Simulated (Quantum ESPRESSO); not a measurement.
# AlN (F-43m) in Quantum ESPRESSO: a series of runs

Runs on AlN. Level: PBE. Tasks: relaxation of cell and atoms.

Program: Quantum ESPRESSO 7.5. These are calculated values, not measurements. Logs are shortened: lines on timing, memory, paths and dates and some standing lists are left out, and cuts for length are marked.

## (1) The structure

It takes space group F-43m (No. 216, cubic). The conventional cell has a = 4.368 Å, b = 4.368 Å, c = 4.368 Å, α = 90.00°, β = 90.00°, γ = 90.00°. Al (site symmetry -43m) has 4 N at 1.89 Å as nearest neighbours. N (site symmetry -43m) is surrounded by 4 Al at 1.89 Å.

Measurements of this composition are mostly on another form, of space group No. 186.

## (2) Relaxation of cell and atoms, PBE, target pressure 5 GPa, at which the enthalpy is minimised

Contents of pw.in:

```
&CONTROL
  calculation = 'vc-relax'
  prefix = 'pwscf'
  outdir = './tmp'
  pseudo_dir = './pseudo'
  tprnfor = .true.
  tstress = .true.
  disk_io = 'low'
  nstep = 40
  forc_conv_thr = 0.0004
  etot_conv_thr = 1d-05
/
&SYSTEM
  ibrav = 0
  nat = 2
  ntyp = 2
  ecutwfc = 69
  ecutrho = 552
  nbnd = 9
  occupations = 'smearing'
  smearing = 'fd'
  degauss = 0.00367493
/
&ELECTRONS
  conv_thr = 4d-10
  electron_maxstep = 120
  mixing_beta = 0.5
/
&IONS
  ion_dynamics = 'bfgs'
/
&CELL
  cell_dynamics = 'bfgs'
  press = 50
  press_conv_thr = 0.3
/
ATOMIC_SPECIES
Al    26.9815 Al.pbe-n-kjpaw_psl.1.0.0.UPF
N     14.0070 N.pbe-n-radius_5.UPF
CELL_PARAMETERS bohr
   0.0000000000    4.1271496856    4.1271496856
   4.1271496856    0.0000000000    4.1271496856
   4.1271496856    4.1271496856    0.0000000000
ATOMIC_POSITIONS bohr
Al     0.0000000000    0.0000000000    0.0000000000
N      2.0635748428    2.0635748428    2.0635748428
K_POINTS automatic
10 10 10 0 0 0
```

Potentials or basis: SSSP 1.3 efficiency PBE.

On the command line:

```console
$ OMP_NUM_THREADS=1 pw.x -in pw.in > pw.out
```

pw.out:

```text
This program is part of the open-source Quantum ESPRESSO suite
     for quantum simulation of materials; please cite
         "P. Giannozzi et al., J. Phys.:Condens. Matter 21 395502 (2009);
         "P. Giannozzi et al., J. Phys.:Condens. Matter 29 465901 (2017);
         "P. Giannozzi et al., J. Chem. Phys. 152 154105 (2020);
     in publications or presentations arising from this work. More details at

     file Al.pbe-n-kjpaw_psl.1.0.0.UPF: wavefunction(s)  3S 3P renormalized
     Message from routine setup:
     using ibrav=0 with symmetry is DISCOURAGED, use correct ibrav instead

     G-vector sticks info
     --------------------
     sticks:   dense  smooth     PW     G-vecs:    dense   smooth      PW
     Sum        1285     649    199                30827    10969    1917

     Using Slab Decomposition

     bravais-lattice index     =            0
     lattice parameter (alat)  =       5.8367  a.u.
     unit-cell volume          =     140.5985 (a.u.)^3
     number of atoms/cell      =            2
     number of atomic types    =            2
     number of electrons       =         8.00
     number of Kohn-Sham states=            9
     kinetic-energy cutoff     =      69.0000  Ry
     charge density cutoff     =     552.0000  Ry
     scf convergence threshold =      4.0E-10
     mixing beta               =       0.5000
     number of iterations used =            8  plain     mixing
     energy convergence thresh.=      1.0E-05
     force convergence thresh. =      4.0E-04
     press convergence thresh. =      3.0E-01
     Exchange-correlation= PBE
                           (   1   4   3   4   0   0   0)
     nstep                     =           40

     celldm(1)=   5.836671  celldm(2)=   0.000000  celldm(3)=   0.000000
     celldm(4)=   0.000000  celldm(5)=   0.000000  celldm(6)=   0.000000

     crystal axes: (cart. coord. in units of alat)
               a(1) = (   0.000000   0.707107   0.707107 )
               a(2) = (   0.707107   0.000000   0.707107 )
               a(3) = (   0.707107   0.707107   0.000000 )

     reciprocal axes: (cart. coord. in units 2 pi/alat)
               b(1) = ( -0.707107  0.707107  0.707107 )
               b(2) = (  0.707107 -0.707107  0.707107 )
               b(3) = (  0.707107  0.707107 -0.707107 )

     PseudoPot. # 1 for Al read from file:
     Al.pbe-n-kjpaw_psl.1.0.0.UPF
     Pseudo is Projector augmented-wave + core cor, Zval =  3.0
     Generated using "atomic" code by A. Dal Corso  v.5.1
     Shape of augmentation charge: PSQ
     Using radial grid of 1135 points,  6 beta functions with:
                l(1) =   0
                l(2) =   0
                l(3) =   1
                l(4) =   1
                l(5) =   2
                l(6) =   2
     Q(r) pseudized with 0 coefficients

     PseudoPot. # 2 for N  read from file:
     N.pbe-n-radius_5.UPF
     Pseudo is Ultrasoft + core correction, Zval =  5.0
     Generated using "atomic" code by A. Dal Corso  v.5.1
     Using radial grid of 1085 points,  4 beta functions with:
                l(1) =   0
                l(2) =   0
                l(3) =   1
                l(4) =   1
     Q(r) pseudized with 0 coefficients

     atomic species   valence    mass     pseudopotential
     Al                3.00    26.98150     Al( 1.00)
     N                 5.00    14.00700     N ( 1.00)

     24 Sym. Ops. (no inversion) found

   Cartesian axes

     site n.     atom                  positions (alat units)
         1        Al     tau(   1) = (   0.0000000   0.0000000   0.0000000  )
         2        N      tau(   2) = (   0.3535534   0.3535534   0.3535534  )

     number of k points=    47  Fermi-Dirac smearing, width (Ry)=  0.0037
                       cart. coord. in units 2pi/alat
        k(    1) = (   0.0000000   0.0000000   0.0000000), wk =   0.0020000
        k(    2) = (   0.0707107   0.0707107  -0.0707107), wk =   0.0160000
        k(    3) = (   0.1414214   0.1414214  -0.1414214), wk =   0.0160000
        k(    4) = (   0.2121320   0.2121320  -0.2121320), wk =   0.0160000
        k(    5) = (   0.2828427   0.2828427  -0.2828427), wk =   0.0160000
        k(    6) = (  -0.3535534  -0.3535534   0.3535534), wk =   0.0080000
[... 39 lines left out ...]
        k(   46) = (  -0.0707107  -0.3535534   0.6363961), wk =   0.0480000
        k(   47) = (  -0.7071068   0.2828427   0.0000000), wk =   0.0240000

     Dense  grid:    30827 G-vectors     FFT dimensions: (  45,  45,  45)

     Smooth grid:    10969 G-vectors     FFT dimensions: (  32,  32,  32)

     Initial potential from superposition of free atoms

     starting charge       7.9977, renormalised to       8.0000
     Starting wfcs are    8 randomized atomic wfcs +    1 random wfcs

     Self-consistent Calculation

     iteration #  1     ecut=    69.00 Ry     beta= 0.50
     Davidson diagonalization with overlap
     ethr =  1.00E-02,  avg # of iterations =  5.8

[... 109 lines left out ...]

CELL_PARAMETERS (bohr)
  -0.000000000   4.127973259   4.127973259
   4.127973259  -0.000000000   4.127973259
   4.127973259   4.127973259  -0.000000000

ATOMIC_POSITIONS (bohr)
Al               0.0000000000       -0.0000000000       -0.0000000000
N                2.0639866294        2.0639866294        2.0639866294
End final coordinates

     Final scf calculation at the relaxed structure.
     The G-vectors are recalculated for the final unit cell
     Results may differ from those at the preceding step.

     G-vector sticks info
     --------------------
     sticks:   dense  smooth     PW     G-vecs:    dense   smooth      PW
     Sum        1285     649    199                30827    10969    1917

     Using Slab Decomposition

     bravais-lattice index     =            0
     lattice parameter (alat)  =       5.8367  a.u.
     unit-cell volume          =     140.6827 (a.u.)^3
     number of atoms/cell      =            2
     number of atomic types    =            2
     number of electrons       =         8.00
     number of Kohn-Sham states=            9
     kinetic-energy cutoff     =      69.0000  Ry
     charge density cutoff     =     552.0000  Ry
     scf convergence threshold =      4.0E-10
     mixing beta               =       0.5000
     number of iterations used =            8  plain     mixing
     press convergence thresh. =      3.0E-01
     Exchange-correlation= PBE
                           (   1   4   3   4   0   0   0)

     celldm(1)=   5.836671  celldm(2)=   0.000000  celldm(3)=   0.000000
     celldm(4)=   0.000000  celldm(5)=   0.000000  celldm(6)=   0.000000

     crystal axes: (cart. coord. in units of alat)
               a(1) = (  -0.000000   0.707248   0.707248 )
               a(2) = (   0.707248  -0.000000   0.707248 )
               a(3) = (   0.707248   0.707248  -0.000000 )

     reciprocal axes: (cart. coord. in units 2 pi/alat)
               b(1) = ( -0.706966  0.706966  0.706966 )
               b(2) = (  0.706966 -0.706966  0.706966 )
               b(3) = (  0.706966  0.706966 -0.706966 )

     PseudoPot. # 1 for Al read from file:
     Al.pbe-n-kjpaw_psl.1.0.0.UPF
     Pseudo is Projector augmented-wave + core cor, Zval =  3.0
     Generated using "atomic" code by A. Dal Corso  v.5.1
     Shape of augmentation charge: PSQ
     Using radial grid of 1135 points,  6 beta functions with:
                l(1) =   0
                l(2) =   0
                l(3) =   1
                l(4) =   1
                l(5) =   2
                l(6) =   2
     Q(r) pseudized with 0 coefficients

     PseudoPot. # 2 for N  read from file:
     N.pbe-n-radius_5.UPF
     Pseudo is Ultrasoft + core correction, Zval =  5.0
     Generated using "atomic" code by A. Dal Corso  v.5.1
     Using radial grid of 1085 points,  4 beta functions with:
                l(1) =   0
                l(2) =   0
                l(3) =   1
                l(4) =   1
     Q(r) pseudized with 0 coefficients

     atomic species   valence    mass     pseudopotential
     Al                3.00    26.98150     Al( 1.00)
     N                 5.00    14.00700     N ( 1.00)

     24 Sym. Ops. (no inversion) found

   Cartesian axes

     site n.     atom                  positions (alat units)
         1        Al     tau(   1) = (   0.0000000  -0.0000000  -0.0000000  )
         2        N      tau(   2) = (   0.3536239   0.3536239   0.3536239  )

     number of k points=    47  Fermi-Dirac smearing, width (Ry)=  0.0037
                       cart. coord. in units 2pi/alat
        k(    1) = (   0.0000000   0.0000000   0.0000000), wk =   0.0020000
        k(    2) = (   0.0706966   0.0706966  -0.0706966), wk =   0.0160000
        k(    3) = (   0.1413931   0.1413931  -0.1413931), wk =   0.0160000
        k(    4) = (   0.2120897   0.2120897  -0.2120897), wk =   0.0160000
        k(    5) = (   0.2827863   0.2827863  -0.2827863), wk =   0.0160000
        k(    6) = (  -0.3534829  -0.3534829   0.3534829), wk =   0.0080000
[... 39 lines left out ...]
        k(   46) = (  -0.0706966  -0.3534829   0.6362691), wk =   0.0480000
        k(   47) = (  -0.7069657   0.2827863  -0.0000000), wk =   0.0240000

     Dense  grid:    30827 G-vectors     FFT dimensions: (  45,  45,  45)

     Smooth grid:    10969 G-vectors     FFT dimensions: (  32,  32,  32)

     Initial potential from superposition of free atoms

     starting charge       7.9977, renormalised to       8.0000
     Starting wfcs are    8 randomized atomic wfcs +    1 random wfcs

     Self-consistent Calculation

     iteration #  1     ecut=    69.00 Ry     beta= 0.50
     Davidson diagonalization with overlap
     c_bands:  1 eigenvalues not converged
     c_bands:  1 eigenvalues not converged
     c_bands:  1 eigenvalues not converged
     c_bands:  1 eigenvalues not converged
     c_bands:  1 eigenvalues not converged
     c_bands:  1 eigenvalues not converged
     c_bands:  1 eigenvalues not converged
     c_bands:  1 eigenvalues not converged
     c_bands:  1 eigenvalues not converged
     c_bands:  1 eigenvalues not converged
     c_bands:  1 eigenvalues not converged
     c_bands:  1 eigenvalues not converged
     ethr =  1.00E-06,  avg # of iterations = 17.1
[... 396 lines left out ...]
     atom    1 type  1   force =     0.00000000    0.00000000   -0.00000000
     atom    2 type  2   force =    -0.00000000   -0.00000000    0.00000000

     Total force =     0.000000     Total SCF correction =     0.000000

     Computing stress (Cartesian axis) and pressure

          total   stress  (Ry/bohr**3)                   (kbar)     P=       49.88
   0.00033908  -0.00000000   0.00000000           49.88       -0.00        0.00
   0.00000000   0.00033908   0.00000000            0.00       49.88        0.00
   0.00000000   0.00000000   0.00033908            0.00        0.00       49.88

=------------------------------------------------------------------------------=
   JOB DONE.
=------------------------------------------------------------------------------=
```

Run time: 58 s. Hardware: 1 thread of Arm Neoverse V1, shared host; peak memory 0.16 GiB.

Results:

| Quantity | Value |
| --- | --- |
| Free energy | -814.9010 eV |
| Relaxed volume | 10.42 Å³/atom |
| Relaxed cell | a = 3.089 Å, b = 3.089 Å, c = 3.089 Å, α = 60.00°, β = 60.00°, γ = 60.00° |
| Space group after relaxing (to 0.05 Å) | F-43m (No. 216) |
| Energy change on relaxing (the enthalpy is what falls) | -0.2 meV/atom |
| Ionic steps | 2 |
| Pressure after relaxing | 5.0 GPa |
| Band gap on the k mesh | 3.32 eV, indirect (least direct gap 4.20 eV) |

The path:
| step | energy change (eV) | largest force (eV/Å) | pressure (GPa) | volume (Å³) |
| --- | --- | --- | --- | --- |
| 1 | 0.0000 | 0.0000 | 5.12 | 20.83 |
| 2 | -0.0004 | 0.0000 | 4.99 | 20.85 |

Final structure:
```yaml
crystal:
  lattice:
    - [0.00000, 2.18443, 2.18443]
    - [2.18443, 0.00000, 2.18443]
    - [2.18443, 2.18443, 0.00000]
  atoms:
    - { symbol: Al, position: [0.00000, 0.00000, 0.00000] }
    - { symbol: N, position: [0.25000, 0.25000, 0.25000] }
```

## (3) Relaxation of cell and atoms, PBE, target pressure 10 GPa, at which the enthalpy is minimised

Edit pw.in of step 2 so:

```diff
@@ -33,3 +33,3 @@
   cell_dynamics = 'bfgs'
-  press = 50
+  press = 100
   press_conv_thr = 0.3
```

Potentials or basis: SSSP 1.3 efficiency PBE.

On the command line:

```console
$ OMP_NUM_THREADS=1 pw.x -in pw.in > pw.out
```

Wall time 79 s (1 thread of Arm Neoverse V1, shared host); peak memory 0.16 GiB.

It converged, with:

| Property | Result |
| --- | --- |
| Free energy | -814.8792 eV |
| Relaxed volume | 10.19 Å³/atom |
| Relaxed cell | a = 3.066 Å, b = 3.066 Å, c = 3.066 Å, α = 60.00°, β = 60.00°, γ = 60.00° |
| Space group after relaxing (to 0.05 Å) | F-43m (No. 216) |
| Energy change on relaxing (the enthalpy is what falls) | +10.5 meV/atom |
| Ionic steps | 4 |
| Pressure after relaxing | 10.0 GPa |
| Band gap on the k mesh | 3.33 eV, indirect (least direct gap 4.40 eV) |

Step by step:
| step | energy change (eV) | largest force (eV/Å) | pressure (GPa) | volume (Å³) |
| --- | --- | --- | --- | --- |
| 1 | 0.0000 | 0.0000 | 5.12 | 20.83 |
| 2 | 0.0253 | 0.0000 | 10.76 | 20.32 |
| 3 | 0.0209 | 0.0000 | 9.98 | 20.39 |
| 4 | 0.0211 | 0.0000 | 10.00 | 20.39 |

Final structure:
```
Al N
1.0
     0.00000    2.16820    2.16820
     2.16820    0.00000    2.16820
     2.16820    2.16820    0.00000
Al N
1 1
Direct
  0.00000 0.00000 0.00000
  0.25000 0.25000 0.25000
```

Levels at points of the mesh, in eV from the valence-band top:
| k point | band 1 | band 2 | band 3 | band 4 | band 5 | band 6 | band 7 | band 8 | band 9 |
| --- | --- | --- | --- | --- | --- | --- | --- | --- | --- |
| (0.00, 0.00, 0.00) | -15.11 | 0.00 | 0.00 | 0.00 | 4.40 | 12.79 | 12.79 | 12.79 | 17.86 |
| (0.00, 0.00, -0.50) | -12.99 | -5.95 | -0.48 | -0.48 | 7.59 | 10.02 | 11.29 | 11.29 | 18.29 |
| (0.00, -0.50, -0.50) | -12.34 | -4.97 | -1.80 | -1.80 | 3.33 | 8.75 | 14.26 | 16.00 | 16.00 |

## (4) Relaxation of cell and atoms, PBE, target pressure 20 GPa, at which the enthalpy is minimised

Edit pw.in of step 3 so:

```diff
@@ -33,3 +33,3 @@
   cell_dynamics = 'bfgs'
-  press = 100
+  press = 200
   press_conv_thr = 0.3
```

On the command line:

```console
$ OMP_NUM_THREADS=1 pw.x -in pw.in > pw.out
```

Run time: 81 s. Hardware: 1 thread of Arm Neoverse V1, shared host; peak memory 0.16 GiB.

It converged, with:

```
Free energy                                            : -814.8054 eV
Relaxed volume                                         : 9.80 Å³/atom
Relaxed cell                                           : a = 3.026 Å, b = 3.026 Å, c = 3.026 Å, α = 60.00°, β = 60.00°, γ = 60.00°
Space group after relaxing (to 0.05 Å)                 : F-43m (No. 216)
Energy change on relaxing (the enthalpy is what falls) : +47.2 meV/atom
Ionic steps                                            : 4
Pressure after relaxing                                : 20.0 GPa
Band gap on the k mesh                                 : 3.35 eV, indirect (least direct gap 4.76 eV)
```

The path:
```tsv
step	energy change (eV)	largest force (eV/Å)	pressure (GPa)	volume (Å³)
1	0.0000	0.0000	5.12	20.83
2	0.1359	0.0000	24.28	19.29
3	0.0915	0.0000	19.66	19.62
4	0.0945	0.0000	19.99	19.59
```

Final structure:
```yaml
crystal:
  lattice:
    - [0.00000, 2.13972, 2.13972]
    - [2.13972, 0.00000, 2.13972]
    - [2.13972, 2.13972, 0.00000]
  atoms:
    - { symbol: Al, position: [0.00000, 0.00000, 0.00000] }
    - { symbol: N, position: [0.25000, 0.25000, 0.25000] }
```

Levels at points of the mesh, in eV from the valence-band top:
```csv
k point,band 1,band 2,band 3,band 4,band 5,band 6,band 7,band 8
"(0.00, 0.00, 0.00)",-15.35,0.00,0.00,0.00,4.76,13.19,13.19,13.19
"(0.00, 0.00, -0.50)",-13.11,-6.12,-0.49,-0.49,7.95,10.30,11.54,11.54
"(0.00, -0.50, -0.50)",-12.41,-5.10,-1.84,-1.84,3.35,8.99,14.82,16.50
```

A k mesh can miss the band edges.

## (5) Relaxation of cell and atoms, PBE, target pressure 30 GPa, at which the enthalpy is minimised

Edit pw.in of step 4 so:

```diff
@@ -33,3 +33,3 @@
   cell_dynamics = 'bfgs'
-  press = 200
+  press = 300
   press_conv_thr = 0.3
```

On the command line:

```console
$ OMP_NUM_THREADS=1 pw.x -in pw.in > pw.out
```

Wall time 94 s (1 thread of Arm Neoverse V1, shared host); peak memory 0.16 GiB.

The run converged. Its results:

```yaml
Free_energy: -814.7013 eV
Relaxed_volume: 9.46 Å³/atom
Relaxed_cell: a = 2.991 Å, b = 2.991 Å, c = 2.991 Å, α = 60.00°, β = 60.00°, γ = 60.00°
Space_group_after_relaxing_to_0.05_Å: F-43m (No. 216)
Energy_change_on_relaxing_the_enthalpy_is_what_falls: +99.2 meV/atom
Ionic_steps: 5
Pressure_after_relaxing: 29.9 GPa
Band_gap_on_the_k_mesh: 3.36 eV, indirect (least direct gap 5.09 eV)
```

The path:
```
step  energy change (eV)  largest force (eV/Å)  pressure (GPa)  volume (Å³)
   1              0.0000                0.0000            5.12        20.83
   2              0.3354                0.0000           40.85        18.30
   3              0.1839                0.0000           28.74        19.00
   4              0.1977                0.0000           29.95        18.93
   5              0.1983                0.0000           30.00        18.92
```

Final structure:
```
Al N
1.0
     0.00000    2.11508    2.11508
     2.11508    0.00000    2.11508
     2.11508    2.11508    0.00000
Al N
1 1
Direct
  0.00000 0.00000 0.00000
  0.25000 0.25000 0.25000
```

Levels at points of the mesh, in eV from the valence-band top:
```
             k point  band 2  band 3  band 4  band 5  band 6  band 7
  (0.00, 0.00, 0.00)    0.00    0.00    0.00    5.09   13.55   13.55
 (0.00, 0.00, -0.50)   -6.28   -0.49   -0.49    8.28   10.55   11.77
(0.00, -0.50, -0.50)   -5.21   -1.87   -1.87    3.36    9.21   15.33
```

A k mesh can miss the band edges.

## (6) The runs side by side

| cell | gap on the mesh (eV) | pressure (GPa) |
| --- | --- | --- |
| relaxed to 5 GPa | 3.32 | 5.0 |
| relaxed to 10 GPa | 3.33 | 10.0 |
| relaxed to 20 GPa | 3.35 | 20.0 |
| relaxed to 30 GPa | 3.36 | 29.9 |

Alike in all rows: task relaxation of cell and atoms; level PBE; potentials or basis SSSP 1.3 efficiency PBE; no spin polarisation; k mesh 10 × 10 × 10; cutoff (eV) 939; smearing fermi-dirac 0.05 eV.

Total energies depend on the potentials used, so only differences within one code and one set of settings carry meaning.
